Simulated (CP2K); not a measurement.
CdTe:

```
Te Cd
1.0
     4.53255    0.00000    0.00000
     2.26628    3.92531    0.00000
     2.26628    1.30844    3.70082
Te Cd
1 1
Direct
  0.75000 0.75000 0.75000
  0.00000 0.00000 0.00000
```

Base run:

| Item | Value |
| --- | --- |
| Program | CP2K 2026.2 |
| Functional | BLYP |
| Potentials or basis | POTENTIAL_UZH Te GTH-PBE-q6, Cd GTH-PBE-q12; TZVP-MOLOPT-PBE-GTH basis |
| Density cutoff | 9184 eV |
| k mesh | 7 × 7 × 7 |
| Occupations | fermi-dirac, width 0.05 eV |
| Spin | no spin polarisation |

Its results: band gap on the k mesh 0.89 eV, direct; pressure 7.6 GPa.

Problem. After a change of settings the same cell gave: band gap on the k mesh 0.73 eV, direct; pressure 2.9 GPa. Which change was it?
A. functional from BLYP to RPBE
B. functional from BLYP to PBEsol
C. functional from BLYP to TPSS
D. functional from BLYP to revPBE

Solution. B.

PBEsol binds more tightly than BLYP, so the same cell stands under less pressure.

Caveats: the potentials were made for another functional, which shifts forces and pressure; spin-orbit coupling is left out, which moves the levels of the heavy elements; the basis of atomic orbitals isn't converged, which shifts pressures, moduli and gaps.

Runs at the PBE level aren't shown here.
